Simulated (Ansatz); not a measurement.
SnO2, 6 atoms in the cell. It takes space group Pnnm (No. 58, orthorhombic). Conventional cell: a = 4.788 Å, b = 4.867 Å, c = 3.241 Å, α = 90.00°, β = 90.00°, γ = 90.00°. Around Sn (site symmetry 2/m) lie 6 O at 2.09 to 2.10 Å. Around O (site symmetry m) lie 3 Sn at 2.09 to 2.10 Å. The cell is a database's computed one.

| Property | Result |
| --- | --- |
| Program | Ansatz 0.2.0 |
| Task | relaxation of cell and atoms |
| Functional | revPBE |
| Dispersion | D3(BJ) |
| Potentials or basis | Ansatz PAW |
| Cutoff | 420 eV (not typed: the program's choice for these potentials) |
| k mesh | 6 × 6 × 8 |
| Occupations | fermi-dirac, width 0.05 eV |
| Spin | no spin polarisation |

Potentials or basis: Ansatz PAW.

Command:

```bash
$ ansatz run input.yaml --threads 2 --pin off --max-ram 5632MiB --backend cpu --events-out ev --progress --plain --runs-dir out
```

Hardware: 2 threads of Intel(R) Xeon(R) Processor @ 2.10GHz (Emerald Rapids), with other jobs on the host.

Problem. Estimate the wall time of this run.

Solution. It took 50 s on 2 threads of Intel(R) Xeon(R) Processor @ 2.10GHz (Emerald Rapids), with other jobs on the host, peak memory 0.49 GiB. Counts: scf iterations 45, plane waves 1447, k points 80, bands 32, ion steps 8.
